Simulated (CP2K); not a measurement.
# Sn (I4/mmm) in CP2K: reference runs

Aim: a first look at Sn with PBEsol, on the cell as given and on a disturbed one, then over a range of volumes.

All numbers are computed with CP2K 2026.2; they aren't measurements. Logs are shortened: lines on timing, memory, paths and dates and some standing lists are left out, and cuts for length are marked.

**1. The crystal as given**

The structure is tetragonal, space group I4/mmm (No. 139). The conventional cell has a = 4.058 Å, b = 4.058 Å, c = 3.322 Å, α = 90.00°, β = 90.00°, γ = 90.00°. Sn (site symmetry 4/mmm) is surrounded by 10 Sn at 3.32 Å.

This isn't the form of Sn at room conditions, which is tetragonal (white tin).

**2. Single point, PBEsol**

sn_scf.inp

```
&GLOBAL
  PROJECT sn_scf
  RUN_TYPE ENERGY_FORCE
  PRINT_LEVEL LOW
&END GLOBAL
&FORCE_EVAL
  METHOD QS
  STRESS_TENSOR ANALYTICAL
  &DFT
    BASIS_SET_FILE_NAME BASIS_MOLOPT_UZH
    POTENTIAL_FILE_NAME POTENTIAL_UZH
    &MGRID
      CUTOFF 450
      REL_CUTOFF 60
      NGRIDS 5
    &END MGRID
    &QS
      METHOD GPW
      EPS_DEFAULT 1.0E-10
    &END QS
    &KPOINTS
      SCHEME MONKHORST-PACK 10 10 10
      GAMMA_CENTERED T
      SYMMETRY T
      SYMMETRY_BACKEND SPGLIB
    &END KPOINTS
    &SCF
      SCF_GUESS ATOMIC
      EPS_SCF 1.0E-6
      MAX_SCF 100
      ADDED_MOS 8
      CHOLESKY OFF
      EPS_EIGVAL 1.0E-7
      &DIAGONALIZATION ON
        ALGORITHM STANDARD
      &END DIAGONALIZATION
      &MIXING ON
        METHOD BROYDEN_MIXING
        ALPHA 0.4
        BETA 1.5
        NBUFFER 8
      &END MIXING
      &SMEAR ON
        METHOD FERMI_DIRAC
        ELECTRONIC_TEMPERATURE [K] 580.226
      &END SMEAR
    &END SCF
    &XC
      &XC_FUNCTIONAL
        &GGA_X_PBE_SOL
        &END GGA_X_PBE_SOL
        &GGA_C_PBE_SOL
        &END GGA_C_PBE_SOL
      &END XC_FUNCTIONAL
    &END XC
    &PRINT
      &KPOINTS ON
      &END KPOINTS
      &MULLIKEN ON
      &END MULLIKEN
      &MO ON
        ENERGIES T
        OCCUPATION_NUMBERS T
        &EACH
          QS_SCF 0
        &END EACH
        ADD_LAST NUMERIC
      &END MO
      &LOWDIN ON
      &END LOWDIN
      &HIRSHFELD ON
        SHAPE_FUNCTION DENSITY
      &END HIRSHFELD
    &END PRINT
  &END DFT
  &SUBSYS
    &CELL
      A 3.3156210692 0.0000000000 0.0000000000
      B -1.6519063771 2.8748127584 0.0000000000
      C -0.8318573460 -1.4374063792 2.8697071857
      PERIODIC XYZ
    &END CELL
    &COORD
      SCALED
      Sn  0.0000000000 0.0000000000 0.0000000000
    &END COORD
    &KIND Sn
      BASIS_SET TZVP-MOLOPT-PBE-GTH-q4
      POTENTIAL GTH-PBE-q4
    &END KIND
    &PRINT
      &ATOMIC_COORDINATES ON
      &END ATOMIC_COORDINATES
      &CELL ON
      &END CELL
      &SYMMETRY ON
      &END SYMMETRY
    &END PRINT
  &END SUBSYS
  &PRINT
    &FORCES ON
    &END FORCES
    &STRESS_TENSOR ON
    &END STRESS_TENSOR
  &END PRINT
&END FORCE_EVAL
```

Potentials or basis: POTENTIAL_UZH Sn GTH-PBE-q4; TZVP-MOLOPT-PBE-GTH basis.

Launch:

```
OMP_NUM_THREADS=1 cp2k.psmp -i sn_scf.inp -o sn_scf.out
```

sn_scf.out:

```text

 CP2K| version string:                                       CP2K version 2026.2
 CP2K| Input file name                                                sn_scf.inp

 GLOBAL| Force Environment number                                              1
 GLOBAL| Basis set file name                                    BASIS_MOLOPT_UZH
 GLOBAL| Potential file name                                       POTENTIAL_UZH
 GLOBAL| MM Potential file name                                     MM_POTENTIAL
 GLOBAL| Coordinate file name                                      __STD_INPUT__
 GLOBAL| Method name                                                        CP2K
 GLOBAL| Project name                                                     sn_scf
 GLOBAL| Run type                                                   ENERGY_FORCE
 GLOBAL| FFT library                                                       FFTW3
[... 6 lines left out ...]
 GLOBAL| Total number of message passing processes                             1
 GLOBAL| Number of threads for this process                                    1
 GLOBAL| CPU model name                                                  UNKNOWN

 CELL| Volume [angstrom^3]:                                            27.353446
 CELL| Vector a [angstrom]:       3.316     0.000     0.000   |a| =     3.315621
 CELL| Vector b [angstrom]:      -1.652     2.875     0.000   |b| =     3.315621
 CELL| Vector c [angstrom]:      -0.832    -1.437     2.870   |c| =     3.315621
 CELL| Angle (b,c), alpha [degree]:                                   104.530205
 CELL| Angle (a,c), beta  [degree]:                                   104.530205
 CELL| Angle (a,b), gamma [degree]:                                   119.882259
 CELL| Numerically orthorhombic:                                              NO
 CELL| Periodicity                                                           XYZ

 CELL_REF| Volume [angstrom^3]:                                        27.353446
 CELL_REF| Vector a [angstrom     3.316     0.000     0.000   |a| =     3.315621
 CELL_REF| Vector b [angstrom    -1.652     2.875     0.000   |b| =     3.315621
 CELL_REF| Vector c [angstrom    -0.832    -1.437     2.870   |c| =     3.315621
 CELL_REF| Angle (b,c), alpha [degree]:                               104.530205
 CELL_REF| Angle (a,c), beta  [degree]:                               104.530205
 CELL_REF| Angle (a,b), gamma [degree]:                               119.882259
 CELL_REF| Numerically orthorhombic:                                          NO
 CELL_REF| Periodicity                                                       XYZ
[... 9 lines left out ...]
 TOTAL NUMBERS AND MAXIMUM NUMBERS

  Total number of            - Atomic kinds:                                   1
                             - Atoms:                                          1
                             - Shell sets:                                     1
                             - Shells:                                         7
                             - Primitive Cartesian functions:                  4
                             - Cartesian basis functions:                     18
                             - Spherical basis functions:                     17
[... 138 lines left out ...]
  Total energy (extrapolated to T->0):                         -3.48335792976180

 MO| EIGENVALUES AND OCCUPATION NUMBERS FOR K POINT 1
 MO|
 MO|  Index      Eigenvalue [a.u.]        Eigenvalue [eV]             Occupation
 MO|      1               0.000427               0.011624               2.000000
 MO|      2               0.097049               2.640824               2.000000
 MO|      3               0.166211               4.522829               1.999993
 MO|      4               0.309017               8.408771               0.000000
 MO|      5               0.480547              13.076357               0.000000
 MO|      6               0.663017              18.041621               0.000000
 MO|      7               0.717376              19.520800               0.000000
 MO|      8               0.991320              26.975198               0.000000
 MO|      9               1.073889              29.222012               0.000000
 MO|     10               1.315208              35.788628               0.000000
 MO| Sum:                                                               5.999993
 MO| E(Fermi):            0.189375 a.u.          5.153152 eV
 MO| Band gap:            0.069162 a.u.          1.882005 eV
[... 205 lines left out ...]
 MO|  Index      Eigenvalue [a.u.]        Eigenvalue [eV]             Occupation
 MO|      1              -0.031317              -0.852172               2.000000
 MO|      2               0.121135               3.296255               2.000000
 MO|      3               0.170104               4.628752               1.999944
 MO|      4               0.222600               6.057250               0.000000
 MO|      5               0.719603              19.581396               0.000000
 MO|      6               0.755107              20.547506               0.000000
 MO|      7               0.842672              22.930273               0.000000
 MO|      8               0.910399              24.773223               0.000000
 MO|      9               1.034706              28.155791               0.000000
 MO|     10               1.251920              34.066469               0.000000
 MO| Sum:                                                               5.999944
 MO| E(Fermi):            0.189375 a.u.          5.153152 eV
 MO| Band gap:            0.048968 a.u.          1.332497 eV

 [... the levels of further k-points ...]

 !-----------------------------------------------------------------------------!
                     Mulliken Population Analysis

 #  Atom  Element  Kind  Atomic population                           Net charge
       1     Sn       1          4.000000                             -0.000000
 # Total charge                              4.000000                 -0.000000

 !-----------------------------------------------------------------------------!

 !-----------------------------------------------------------------------------!
                           Hirshfeld Charges

  #Atom  Element  Kind  Ref Charge     Population                    Net charge
      1       Sn     1       4.000          4.000                        -0.000

  Total Charge                                                           -0.000
 !-----------------------------------------------------------------------------!

 LOWDIN POPULATION ANALYSIS

 #  Atom  Element  Kind  Atomic population                           Net charge
       1     Sn       1          4.000000                             -0.000000
 # Total charge                              4.000000                 -0.000000

 ENERGY| Total FORCE_EVAL ( QS ) energy [hartree]             -3.483438875392736

 FORCES| Atomic forces [hartree/bohr]
 FORCES|   Atom     x               y               z               |f|
 FORCES|      1  5.31348265E-16  1.59495125E-15 -2.54734885E-15   3.05207907E-15
 FORCES| Sum     5.31348265E-16  1.59495125E-15 -2.54734885E-15
 FORCES| Total atomic force                                       3.05207907E-15

 STRESS| Analytical stress tensor [bar]
 STRESS|                        x                   y                   z
 STRESS|      x        1.06725466267E+04   7.42650478778E+03  -1.85147283932E-03
 STRESS|      y        7.42650478778E+03   1.92071756592E+04   1.16772602217E-03
 STRESS|      z       -1.85147283932E-03   1.16772602217E-03   6.37468963877E+03
 STRESS| 1/3 Trace                                             1.20848039749E+04
 STRESS| Determinant                                           9.55161212274E+11

 STRESS| Eigenvectors and eigenvalues of the analytical stress tensor [bar]
 STRESS|                        1                   2                   3
 STRESS| Eigenvalues   6.37464378834E+03   6.37468974312E+03   2.35050783932E+04
 STRESS|      x           0.864526548712     -0.041243705557      0.500892007646
 STRESS|      y          -0.500322981734      0.023868750949      0.865509790052
 STRESS|      z           0.047652497521      0.998863974463      0.000000004862
```

Run time: 17 s. Hardware: 1 thread of Arm Neoverse V2, shared host; peak memory 0.22 GiB.

What came out:

```
Free energy            : -94.7892 eV
Pressure               : 1.2 GPa
Band gap on the k mesh : none (metal or under the smearing width)
```

Caveat: the potentials were made for another functional, which shifts forces and pressure; the basis of atomic orbitals isn't converged, which shifts pressures, moduli and gaps.

**3. Single point, PBEsol, 27.35 Å³/atom**

sn_eos.inp

```
&GLOBAL
  PROJECT sn_eos
  RUN_TYPE ENERGY_FORCE
  PRINT_LEVEL LOW
&END GLOBAL
&FORCE_EVAL
  METHOD QS
  STRESS_TENSOR ANALYTICAL
  &DFT
    BASIS_SET_FILE_NAME BASIS_MOLOPT_UZH
    POTENTIAL_FILE_NAME POTENTIAL_UZH
    &MGRID
      CUTOFF 450
      REL_CUTOFF 60
      NGRIDS 5
    &END MGRID
    &QS
      METHOD GPW
      EPS_DEFAULT 1.0E-10
    &END QS
    &KPOINTS
      SCHEME MONKHORST-PACK 10 10 10
      GAMMA_CENTERED T
      SYMMETRY T
      SYMMETRY_BACKEND SPGLIB
    &END KPOINTS
    &SCF
      SCF_GUESS ATOMIC
      EPS_SCF 1.0E-6
      MAX_SCF 100
      ADDED_MOS 8
      CHOLESKY OFF
      EPS_EIGVAL 1.0E-7
      &DIAGONALIZATION ON
        ALGORITHM STANDARD
      &END DIAGONALIZATION
      &MIXING ON
        METHOD BROYDEN_MIXING
        ALPHA 0.4
        BETA 1.5
        NBUFFER 8
      &END MIXING
      &SMEAR ON
        METHOD FERMI_DIRAC
        ELECTRONIC_TEMPERATURE 580.23
      &END SMEAR
    &END SCF
    &XC
      &XC_FUNCTIONAL
        &GGA_X_PBE_SOL
        &END GGA_X_PBE_SOL
        &GGA_C_PBE_SOL
        &END GGA_C_PBE_SOL
      &END XC_FUNCTIONAL
    &END XC
    &PRINT
      &KPOINTS ON
      &END KPOINTS
      &MULLIKEN ON
      &END MULLIKEN
      &MO ON
        ENERGIES T
        OCCUPATION_NUMBERS T
        &EACH
          QS_SCF 0
        &END EACH
        ADD_LAST NUMERIC
      &END MO
    &END PRINT
  &END DFT
  &SUBSYS
    &CELL
      A 3.3156210692 0.0000000000 0.0000000000
      B -1.6519063771 2.8748127584 0.0000000000
      C -0.8318573460 -1.4374063792 2.8697071857
      PERIODIC XYZ
    &END CELL
    &COORD
      Sn  0.0000000000 0.0000000000 0.0000000000
    &END COORD
    &KIND Sn
      BASIS_SET TZVP-MOLOPT-PBE-GTH-q4
      POTENTIAL GTH-PBE-q4
    &END KIND
    &PRINT
      &ATOMIC_COORDINATES ON
      &END ATOMIC_COORDINATES
      &CELL ON
      &END CELL
      &SYMMETRY ON
      &END SYMMETRY
    &END PRINT
  &END SUBSYS
  &PRINT
    &FORCES ON
    &END FORCES
    &STRESS_TENSOR ON
    &END STRESS_TENSOR
  &END PRINT
&END FORCE_EVAL
```

Potentials or basis: POTENTIAL_UZH Sn GTH-PBE-q4; TZVP-MOLOPT-PBE-GTH basis.

Launch:

```
OMP_NUM_THREADS=1 cp2k.psmp -i sn_eos.inp -o sn_eos.out
```

Run time: 17 s. Hardware: 1 thread of Arm Neoverse V2, shared host; peak memory 0.22 GiB.

The run converged. Its results:

| Quantity | Value |
| --- | --- |
| Free energy | -94.7892 eV |
| Pressure | 1.2 GPa |
| Band gap on the k mesh | none (metal or under the smearing width) |

Caveat: the potentials were made for another functional, which shifts forces and pressure; the basis of atomic orbitals isn't converged, which shifts pressures, moduli and gaps.

[end of part 1 of 3]
